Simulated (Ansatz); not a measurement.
**SiS2 — S-33 nuclear quadrupole resonance**

Cell: an entry of the Crystallography Open Database (COD), whose atoms a relaxation with r2SCAN at fixed cell left in place.

Space group Ibam (No. 72); a = 5.5640, b = 9.5450, c = 5.5520 Å.

```
site  Wyckoff  site symmetry       x       y       z
  Si       4a            222  0.0000  0.0000  0.7500
   S       8j            ..m  0.2088  0.1182  0.0000
```

One atom of each set is listed; the run and its k-mesh use a cell of 6 atoms with edges of 6.18, 6.18, 6.18 Å.

Computed with Ansatz: DFT, r2SCAN, plane waves and PAW, scalar-relativistic, 500 eV cutoff, Γ-centred 8×8×8 k-points, Fermi–Dirac smearing 0.01 eV.

S-33: I = 3/2, Q = -69.40 mb (year-2017 value). Static lattice, zero field.

(1) At which frequencies do the S-33 NQR lines lie?

Results:

(1) For I = 3/2 there is one line, ν = (|C_Q|/2)(1 + η²/3)^½.

```json
{"site": "S", "atoms": "4", "V_zz (10²¹ V/m²)": "-12.65", "C_Q (MHz)": "21.2", "η": "0.67", "line frequencies (MHz)": "11.4"}
```

At S V_zz stands upright on the plane of its two bonds (within 1°).

The relaxation (2 steps) took 3.1 min of wall time (3.1 min of CPU time) and 1.2 GiB at its peak, on 1 thread of Arm Neoverse N1 (aarch64; 36 cores open to the job, memory cap 3.0 GiB, no GPU), a shared host with a load of 0.8 a core.
